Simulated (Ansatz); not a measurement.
# Os/AlN/Al: conductance against the thickness of the layer, part 4 of 6

Aim: the conductance of Os/AlN/Al junctions as the barrier thickens. The lower electrode is Os hcp(0001), the upper one Al fcc(111); the barrier is AlN rock salt(111) (Al and Al faces). In the first transport cell, after relaxation, the nearest pair of electrode and barrier is Os–Al at 2.66 Å, at a slant, at the lower face and Al–Al at 2.78 Å, at a slant, at the upper one. All share a net of side 2.75 Å, which strains the lower electrode by +0.0 %, the upper one by -3.7 % and the barrier by -4.5 %, against typed lattice constants near PBE's. The first steps treat the bulk electrodes alone.

Ansatz 0.2.0; PBE DFT, plane waves, PAW files (the session's first sound run).

So far, transmission at the Fermi level (a spin, zone mean): step 5 (the open system: T(E)) 5.3e-4. Also channels of the lower lead: step 5 1.23.

**6. Conductance, atomic planes in the barrier 5, gap between the electrodes 9.19 Å**

Level of this step: PBE DFT, plane waves, PAW files; ballistic transmission by layer matching between semi-infinite leads (Ansatz).

System of this step: Os/AlN/Al. The cell holds 24 atoms: 11 Os, 11 Al and 2 N. Cell: a = 2.750 Å, b = 2.750 Å, c = 61.919 Å, α = 90.0°, β = 90.0°, γ = 120.0°. Regions: left electrode, 11 atoms (11 Os); barrier, 5 atoms (3 Al and 2 N); right electrode, 8 atoms (8 Al). Vacuum lies along c.

The conductance needs T(E) within ten thermal energies of the Fermi level, on steps under 1.5 kT, and a finer mesh (30×30), since the current can rest on few wavevectors.

The input, input.yaml:

```yaml
crystal:
  lattice:
    - [2.75, 0.0, 0.0]
    - [-1.375, 2.3815698604, 0.0]
    - [0.0, 0.0, 61.9190196522]
  atoms:
    - { symbol: Os, position: [0.33333333, 0.66666667, 0.1130508855] }
    - { symbol: Os, position: [0.0, 0.0, 0.1481965885] }
    - { symbol: Os, position: [0.33333333, 0.66666667, 0.1833422914] }
    - { symbol: Os, position: [0.0, 0.0, 0.2184879944] }
    - { symbol: Os, position: [0.33333333, 0.66666667, 0.2536336974] }
    - { symbol: Os, position: [0.0, 0.0, 0.2887794004] }
    - { symbol: Os, position: [0.33333333, 0.66666667, 0.3239251033] }
    - { symbol: Os, position: [0.0, 0.0, 0.3590708063] }
    - { symbol: Os, position: [0.33333333, 0.66666667, 0.3942165093] }
    - { symbol: Os, position: [0.0, 0.0, 0.4293622122] }
    - { symbol: Os, position: [0.33333333, 0.66666667, 0.4645269069] }
    - { symbol: Al, position: [0.66666667, 0.33333333, 0.498970929] }
    - { symbol: "N", position: [0.0, 0.0, 0.5186721803] }
    - { symbol: Al, position: [0.33333333, 0.66666667, 0.5374506394] }
    - { symbol: "N", position: [0.66666667, 0.33333333, 0.5568313837] }
    - { symbol: Al, position: [0.0, 0.0, 0.5761226702] }
    - { symbol: Al, position: [0.33333333, 0.66666667, 0.6129400139] }
    - { symbol: Al, position: [0.66666667, 0.33333333, 0.6519517125] }
    - { symbol: Al, position: [0.0, 0.0, 0.6911179461] }
    - { symbol: Al, position: [0.33333333, 0.66666667, 0.7302841798] }
    - { symbol: Al, position: [0.66666667, 0.33333333, 0.7694504135] }
    - { symbol: Al, position: [0.0, 0.0, 0.8086166472] }
    - { symbol: Al, position: [0.33333333, 0.66666667, 0.8477828808] }
    - { symbol: Al, position: [0.66666667, 0.33333333, 0.8869491145] }
kpoints:
  mp_grid: { grid: [12, 12, 1] }
scf:
  occupations: { method: fermi_dirac, width: 0.1 }
  max_iter: 150
hamiltonian:
  xc: pbe
output:
  transmission:
    kmesh: [30, 30]
    e_range: [-0.26, 0.27]
    de: 0.0375
    leads: [[4, 6], [20, 21]]
```

Launch:

```sh
$ ansatz run input.yaml --threads 4 --pin off --max-ram 10240MiB --backend cpu --events-out ev --progress --plain --runs-dir out
```

Numbers of over 12 decimals in the logs are rounded to 6 here.

Output:

```text
[...]
Crystal: 24 atoms, lattice volume = 405.527 Å³
Basis set: ecut = 420 eV, 7929 PW (Γ)
Bands: 134, of which v1, the nominal top of the filled ones, is band 110 counted from 1 (109 counted from 0)
Symmetry: 6 space group operations
[...]
k-points: 19 of 144 (time reversal used)
[...]
SCF iter   1: F=—  HF=-131913.427729 eV  |F-HF|=—  |Δ(HF+E_count)|=         —  Δρ=1.62e-2  dr2=1.57e2  ethr=1.77e-3  ⟨swp⟩=8.6  Hψ=11820  notcnv=0  defer=4
[...]
SCF iter   9: F=-131912.946653 eV  HF=-131912.946654 eV  |F-HF|=3.39e-8  |Δ(HF+E_count)|=   3.45e-8  Δρ=1.67e-6  dr2=4.84e-8  ethr=4.57e-11  ⟨swp⟩=10.3  Hψ=7680  notcnv=0
SCF 1 converged in 9 iterations: F = -131912.946653 eV  dr2 = 4.84e-8
[...]
transmission: 432 of 4277 steps passed
transmission: 859 of 4277 steps passed
[...]
transmission: 4277 of 4277 steps passed
SCF converged after 9 iterations
Free energy (F): -131912.946653 eV
[...]
Internal energy: -131912.591444 eV  (E = F + TS)
E sigma→0 (E₀):  -131912.769049 eV
Entropy (-TS):   -0.355209 eV (-14.800 meV/atom)
Fermi energy:    12.965531 eV
[...]
--- Band table (eV; the first three rows and the last of 19) ---
  k-point 0: bands = [... 106 lower, 11.5867, 11.6952, 11.9344, 11.9344, 12.3879, 12.3879, 12.4607, 12.5568, ... 20 higher]
  k-point 1: bands = [... 106 lower, 11.3295, 11.4421, 11.7838, 11.8238, 11.9162, 12.2357, 12.2916, 12.4779, ... 20 higher]
  k-point 2: bands = [... 106 lower, 11.5684, 11.6010, 11.6427, 11.6924, 11.8721, 12.0602, 12.2396, 12.4940, ... 20 higher]
  k-point 18: bands = [... 106 lower, 11.8039, 12.0113, 12.0225, 12.3902, 12.5936, 13.3033, 13.6611, 13.8443, ... 20 higher]
--- Transmission ---
  basis      : 55 plane waves across, 47 finite elements along
  points     : 91, standing for a mesh of 30 x 30
  filling    : by the input's occupations and mesh, since the crystals that have channels conduct as metals do. If one of these is a semiconductor, that mesh has misplaced its level
[...]
filled         : 12.8 meV under the level at which it is neutral
    channels       : 1.221111e0 a spin
    conductance    : 1.4191e15 S/m² at 300 K; may be off by some 0.0 % by where its bands' edges are placed, 3.1 % from the k-mesh, 0.1 % from the distance to neutral
    slowest decay  : 0.0735 /Å at (0.2667, 0.0667)
[...]
filled         : 39.7 meV under the level at which it is neutral
    channels       : 1.301111e0 a spin
[...]
slowest decay  : 0.0281 /Å at (0.3333, 0.2667)
  junction   : crystal 0 to crystal 1, 18.27 to 44.71 Å
    transmission   : 2.245443e-2 a spin
    conductance    : 2.5690e13 S/m² at 300 K (2.2578e13 on every other point, 2.5941e13 on every other energy)
    error estimate : 1.0 % from the energy spacing and 0.3 % from band edges of the leads and from resonances (wavevectors taken as independent; lower de), 16.2 % from the k-mesh, 14.8 % from the steps of its leads' Hamiltonians or their offsets (lay more layers), 2.7 % from the distance to neutral
    resistance     : 3.8247e-2 Ω µm² beyond half of each lead's own
```

It took 79 s on 4 threads of Intel Xeon Platinum 8375C at 2.90GHz (Ice Lake), shared host; peak memory 1.8 GiB; 4.6 min of CPU time.

Numbers from this step:

- free energy: -131912.9467 eV
- Fermi energy: 12.97 eV
- transmission at the Fermi level (a spin, zone mean): 0.02245
- channels of the lower lead: 1.221
- channels of the upper lead: 1.301
- ballistic conductance of the lower lead: 1.42e15 S/m²
- potential step in the upper lead: 11.2 meV
- ballistic conductance of the upper lead: 1.53e15 S/m²
- junction conductance: 2.57e13 S/m²
- error estimates by source, in the log's order: 1, 0.3, 16.2, 14.8, 2.7 %
- resistance-area product beyond the leads: 0.03825 Ω um²

One spin. The transmission, zone mean by energy, zero at the Fermi level:

```
energy (eV)  transmission, zone mean
     -0.260                   0.0281
     -0.223                   0.0269
     -0.185                   0.0263
     -0.147                   0.0254
     -0.110                   0.0245
     -0.072                   0.0225
     -0.035                   0.0213
      0.003                   0.0225
      0.040                   0.0210
      0.077                   0.0217
      0.115                   0.0188
      0.152                   0.0180
      0.190                   0.0173
      0.228                   0.0154
      0.265                   0.0150
```

One spin. Open channels, zone mean against energy, zero at the Fermi level:

| energy (eV) | lower lead | upper lead |
| --- | --- | --- |
| -0.260 | 1.28 | 1.27 |
| -0.223 | 1.26 | 1.29 |
| -0.185 | 1.22 | 1.29 |
| -0.147 | 1.21 | 1.29 |
| -0.110 | 1.21 | 1.29 |
| -0.072 | 1.19 | 1.29 |
| -0.035 | 1.20 | 1.30 |
| 0.003 | 1.22 | 1.30 |
| 0.040 | 1.19 | 1.29 |
| 0.077 | 1.19 | 1.29 |
| 0.115 | 1.15 | 1.29 |
| 0.152 | 1.21 | 1.32 |
| 0.190 | 1.27 | 1.35 |
| 0.228 | 1.23 | 1.37 |
| 0.265 | 1.19 | 1.37 |

Transmission over k1 and k2. At 0.0025 eV from the Fermi level.

Ten even steps from '_' (0.000) to '@' (0.296), each cell a mean:
```
**####..__________________..++%%##::--..________________::::
::==++________________________++--::::..__________________..
____________________________________________________________
____________________________________________________________
____________________________________________________________
____________________________________________________________
____________________________________________________________
________________________________________________________..__
..____________________________________________________..--::
++==__________________________________________________..====
####%%__________________________________________________@@##
****++..__________________________________________________++
::::--..__________________________________________________..
__......____________________________________________________
____________________________________________________________
____________________________________________________________
____________________________________________________________
____________________________________________________________
____________________________________________________________
....____________________..::..::________________________::::
++::::________________..--::##@@--..__________________..@@##
##**--..________________::--######::..________________..==##
```
Columns: k1 (b1) from -0.5 to 0.467; rows upwards: k2 (b2) from -0.5 to 0.467.

G = 2.6e13 S/m² (1/G = 0.0389 Ω µm²). The largest error estimate is 16 %, from the mesh across the current. In the worse lead the potential repeats within 32 meV, which the program flags as too much for a lead, so G carries that doubt. By hand, Landauer's formula with T at one energy: G = (e²/h) ΣT / A = 3.874e-5 S × 0.0449 / 6.549 Å² = 2.7e13 S/m², with T summed over both spins. The printed value averages T over the Fermi window and is 0.97 times this.

**7. Conductance on a fine mesh, atomic planes in the barrier 7, gap between the electrodes 11.56 Å**

System of this step: Os/AlN/Al. The cell holds 26 atoms: 11 Os, 12 Al and 3 N. Its edges and angles: a = 2.750 Å, b = 2.750 Å, c = 64.285 Å, α = 90.0°, β = 90.0°, γ = 120.0°. Regions: left electrode, 11 atoms (11 Os); barrier, 7 atoms (4 Al and 3 N); right electrode, 8 atoms (8 Al). Vacuum lies along c.

Barrier layers are added or taken out in the middle, and the relaxed faces stay.

The input, input.yaml:

```yaml
crystal:
  lattice:
    - [2.75, 0.0, 0.0]
    - [-1.375, 2.3815698604, 0.0]
    - [0.0, 0.0, 64.2853002516]
  atoms:
    - { symbol: Os, position: [0.33333333, 0.66666667, 0.1088895902] }
    - { symbol: Os, position: [0.0, 0.0, 0.1427416134] }
    - { symbol: Os, position: [0.33333333, 0.66666667, 0.1765936365] }
    - { symbol: Os, position: [0.0, 0.0, 0.2104456597] }
    - { symbol: Os, position: [0.33333333, 0.66666667, 0.2442976828] }
    - { symbol: Os, position: [0.0, 0.0, 0.278149706] }
    - { symbol: Os, position: [0.33333333, 0.66666667, 0.3120017292] }
    - { symbol: Os, position: [0.0, 0.0, 0.3458537523] }
    - { symbol: Os, position: [0.33333333, 0.66666667, 0.3797057755] }
    - { symbol: Os, position: [0.0, 0.0, 0.4135577987] }
    - { symbol: Os, position: [0.33333333, 0.66666667, 0.4474281145] }
    - { symbol: Al, position: [0.66666667, 0.33333333, 0.4806042849] }
    - { symbol: "N", position: [0.0, 0.0, 0.4995803519] }
    - { symbol: Al, position: [0.33333333, 0.66666667, 0.5176675939] }
    - { symbol: "N", position: [0.66666667, 0.33333333, 0.5363894] }
    - { symbol: Al, position: [0.0, 0.0, 0.5545266877] }
    - { symbol: "N", position: [0.33333333, 0.66666667, 0.5731439979] }
    - { symbol: Al, position: [0.66666667, 0.33333333, 0.5917251905] }
    - { symbol: Al, position: [0.0, 0.0, 0.6271873229] }
    - { symbol: Al, position: [0.33333333, 0.66666667, 0.664763038] }
    - { symbol: Al, position: [0.66666667, 0.33333333, 0.7024876] }
    - { symbol: Al, position: [0.0, 0.0, 0.7402121619] }
    - { symbol: Al, position: [0.33333333, 0.66666667, 0.7779367239] }
    - { symbol: Al, position: [0.66666667, 0.33333333, 0.8156612859] }
    - { symbol: Al, position: [0.0, 0.0, 0.8533858478] }
    - { symbol: Al, position: [0.33333333, 0.66666667, 0.8911104098] }
kpoints:
  mp_grid: { grid: [12, 12, 1] }
scf:
  occupations: { method: fermi_dirac, width: 0.1 }
  max_iter: 150
hamiltonian:
  xc: pbe
output:
  transmission:
    kmesh: [30, 30]
    e_range: [-0.26, 0.27]
    de: 0.0375
    leads: [[4, 6], [22, 23]]
```

Output:

```text
[...]
Crystal: 26 atoms, lattice volume = 421.025 Å³
Basis set: ecut = 420 eV, 8225 PW (Γ)
Bands: 140, of which v1, the nominal top of the filled ones, is band 114 counted from 1 (113 counted from 0)
Symmetry: 6 space group operations
[...]
k-points: 19 of 144 (time reversal used)
[...]
SCF iter   1: F=—  HF=-132837.131050 eV  |F-HF|=—  |Δ(HF+E_count)|=         —  Δρ=1.50e-2  dr2=1.59e2  ethr=1.77e-3  ⟨swp⟩=9.3  Hψ=12680  notcnv=0  defer=12
[...]
SCF iter   9: F=-132836.689298 eV  HF=-132836.689298 eV  |F-HF|=6.26e-8  |Δ(HF+E_count)|=   9.63e-9  Δρ=2.12e-6  dr2=8.97e-8  ethr=4.41e-11  ⟨swp⟩=12.0  Hψ=9716  notcnv=0
SCF 1 converged in 9 iterations: F = -132836.689298 eV  dr2 = 8.97e-8
[...]
transmission: 459 of 4550 steps passed
transmission: 913 of 4550 steps passed
[...]
transmission: 4550 of 4550 steps passed
SCF converged after 9 iterations
Free energy (F): -132836.689298 eV
[...]
Internal energy: -132836.334100 eV  (E = F + TS)
E sigma→0 (E₀):  -132836.511699 eV
Entropy (-TS):   -0.355198 eV (-13.661 meV/atom)
Fermi energy:    13.003129 eV
[...]
--- Band table (eV; the first three rows and the last of 19) ---
  k-point 0: bands = [... 110 lower, 11.6248, 11.7405, 11.9733, 11.9733, 12.4271, 12.4271, 12.5154, 12.5720, ... 22 higher]
  k-point 1: bands = [... 110 lower, 11.3661, 11.4805, 11.8217, 11.8628, 11.9566, 12.2749, 12.3308, 12.5171, ... 22 higher]
  k-point 2: bands = [... 110 lower, 11.6087, 11.6397, 11.6807, 11.7262, 11.9110, 12.0994, 12.2787, 12.5340, ... 22 higher]
  k-point 18: bands = [... 110 lower, 11.8949, 11.9865, 12.0619, 12.4280, 12.6332, 13.3436, 13.6964, 13.8819, ... 22 higher]
--- Transmission ---
  basis      : 55 plane waves across, 50 finite elements along
  points     : 91, standing for a mesh of 30 x 30
[...]
filled         : 12.8 meV under the level at which it is neutral
    channels       : 1.221111e0 a spin
[...]
slowest decay  : 0.0735 /Å at (0.2667, 0.0667)
[...]
filled         : 39.6 meV under the level at which it is neutral
    channels       : 1.301111e0 a spin
[...]
slowest decay  : 0.0283 /Å at (0.3333, 0.2667)
  junction   : crystal 0 to crystal 1, 18.27 to 47.07 Å
    transmission   : 4.279597e-3 a spin
[...]
resistance     : 2.0648e-1 Ω µm² beyond half of each lead's own
```

Elapsed: 79 s, on 4 threads; peak memory 1.9 GiB.

This step gave:

```yaml
free_energy: -132836.6893 eV
fermi_energy: 13.00 eV
transmission_at_the_fermi_level_a_spin_zone_mean: 0.004280
junction_conductance: 4.83e12 S/m²
error_estimates_by_source_in_the_log_s_order: 0.3, 0.6, 21.4, 16.3, 3 %
resistance_area_product_beyond_the_leads: 0.2065 Ω um²
```

One spin. The transmission, zone mean by energy, zero at the Fermi level:

```csv
energy (eV),"transmission, zone mean"
-0.260,0.00500
-0.223,0.00457
-0.185,0.00445
-0.147,0.00434
-0.110,0.00423
-0.072,0.00401
-0.035,0.00412
0.003,0.00428
0.040,0.00389
0.077,0.00418
0.115,0.00341
0.152,0.00334
0.190,0.00328
0.228,0.00285
0.265,0.00277
```

One spin. Open channels, zone mean against energy, zero at the Fermi level:

(Unchanged from step 6.)

Transmission over k1 and k2. At 0.0025 eV from the Fermi level.

Ten even steps from '0' (0.0000) to '9' (0.0692), each cell a mean:
```
568100000000015762200000000022
145000000000000542100000000001
000000000000000000000000000000
000000000000000000000000000000
000000000000000000000000000000
000000000000000000000000000000
000000000000000000000000000000
000000000000000000000000000000
100000000000000000000000000122
440000000000000000000000000144
668000000000000000000000000096
556000000000000000000000000006
122100000000000000000000000000
011000000000000000000000000000
000000000000000000000000000000
000000000000000000000000000000
000000000000000000000000000000
000000000000000000000000000000
000000000000000000000000000000
110000000000112200000000000022
421000000000227840000000000197
652100000000126662000000000136
```
Columns: k1 (b1) from -0.5 to 0.467; rows upwards: k2 (b2) from -0.5 to 0.467.

G = 4.8e12 S/m² (1/G = 0.207 Ω µm²), 0.19 times the step before of this kind. The largest error estimate is 21 %, from the mesh across the current. In the worse lead the potential repeats within 32 meV, which the program flags as too much for a lead, so G carries that doubt.

**8. Conductance on a fine mesh, 28 atoms**

System of this step: Os/AlN/Al. The cell holds 28 atoms: 11 Os, 13 Al and 4 N. Cell: a = 2.750 Å, b = 2.750 Å, c = 66.652 Å, α = 90.0°, β = 90.0°, γ = 120.0°. Regions: left electrode, 11 atoms (11 Os); barrier, 9 atoms (5 Al and 4 N); right electrode, 8 atoms (8 Al). Vacuum lies along c.

Barrier layers are added or taken out in the middle, and the relaxed faces stay.

The input, input.yaml:

```yaml
crystal:
  lattice:
    - [2.75, 0.0, 0.0]
    - [-1.375, 2.3815698604, 0.0]
    - [0.0, 0.0, 66.651580851]
  atoms:
    - { symbol: Os, position: [0.33333333, 0.66666667, 0.1050237655] }
    - { symbol: Os, position: [0.0, 0.0, 0.137673966] }
    - { symbol: Os, position: [0.33333333, 0.66666667, 0.1703241664] }
    - { symbol: Os, position: [0.0, 0.0, 0.2029743668] }
    - { symbol: Os, position: [0.33333333, 0.66666667, 0.2356245672] }
    - { symbol: Os, position: [0.0, 0.0, 0.2682747676] }
    - { symbol: Os, position: [0.33333333, 0.66666667, 0.3009249681] }
    - { symbol: Os, position: [0.0, 0.0, 0.3335751685] }
    - { symbol: Os, position: [0.33333333, 0.66666667, 0.3662253689] }
    - { symbol: Os, position: [0.0, 0.0, 0.3988755693] }
    - { symbol: Os, position: [0.33333333, 0.66666667, 0.431543413] }
    - { symbol: Al, position: [0.66666667, 0.33333333, 0.4635417549] }
    - { symbol: "N", position: [0.0, 0.0, 0.481844129] }
    - { symbol: Al, position: [0.33333333, 0.66666667, 0.4992892333] }
    - { symbol: "N", position: [0.66666667, 0.33333333, 0.5173463733] }
    - { symbol: Al, position: [0.0, 0.0, 0.5348168107] }
    - { symbol: "N", position: [0.33333333, 0.66666667, 0.552848616] }
    - { symbol: Al, position: [0.66666667, 0.33333333, 0.5703419893] }
    - { symbol: "N", position: [0.0, 0.0, 0.5882983433] }
    - { symbol: Al, position: [0.33333333, 0.66666667, 0.6062198619] }
    - { symbol: Al, position: [0.66666667, 0.33333333, 0.640423009] }
    - { symbol: Al, position: [0.0, 0.0, 0.676664702] }
    - { symbol: Al, position: [0.33333333, 0.66666667, 0.7130499574] }
    - { symbol: Al, position: [0.66666667, 0.33333333, 0.7494352128] }
    - { symbol: Al, position: [0.0, 0.0, 0.7858204682] }
    - { symbol: Al, position: [0.33333333, 0.66666667, 0.8222057236] }
    - { symbol: Al, position: [0.66666667, 0.33333333, 0.8585909791] }
    - { symbol: Al, position: [0.0, 0.0, 0.8949762345] }
kpoints:
  mp_grid: { grid: [12, 12, 1] }
scf:
  occupations: { method: fermi_dirac, width: 0.1 }
  max_iter: 150
hamiltonian:
  xc: pbe
output:
  transmission:
    kmesh: [30, 30]
    e_range: [-0.26, 0.27]
    de: 0.0375
    leads: [[4, 6], [24, 25]]
```

Output:

```text
[...]
Crystal: 28 atoms, lattice volume = 436.522 Å³
Basis set: ecut = 420 eV, 8557 PW (Γ)
Bands: 146, of which v1, the nominal top of the filled ones, is band 118 counted from 1 (117 counted from 0)
Symmetry: 6 space group operations
[...]
k-points: 19 of 144 (time reversal used)
[...]
channels       : 1.221111e0 a spin
[...]
slowest decay  : 0.0736 /Å at (0.2667, 0.0667)
[...]
filled         : 39.8 meV under the level at which it is neutral
    channels       : 1.301111e0 a spin
[...]
slowest decay  : 0.0279 /Å at (0.3333, 0.2667)
  junction   : crystal 0 to crystal 1, 18.27 to 49.44 Å
    transmission   : 6.380878e-4 a spin
[...]
resistance     : 1.4149e0 Ω µm² beyond half of each lead's own
[key lines of the parts left out:]
SCF converged after 10 iterations
Free energy (F): -133760.439264 eV
Fermi energy:    13.038324 eV
```

Elapsed: 81 s, on 4 threads; peak memory 2 GiB; 4.9 min of CPU time.

G = 7.1e11 S/m² (1/G = 1.42 Ω µm²), 0.15 times the step before of this kind. The largest error estimate is 22 %, from the mesh across the current. In the worse lead the potential repeats within 32 meV, which the program flags as too much for a lead, so G carries that doubt.

(Continued in part 5 of 6.)

[Logs are printed without paths, hosts, clocks, repeated set-up lines and the standing remarks that a program may print on its own settings, such as how far it seeks lower states.]

[Hosts, paths, dates, database ids (printed as entryN), source tags and the programs' standing remarks are cut or masked in the printed files.]
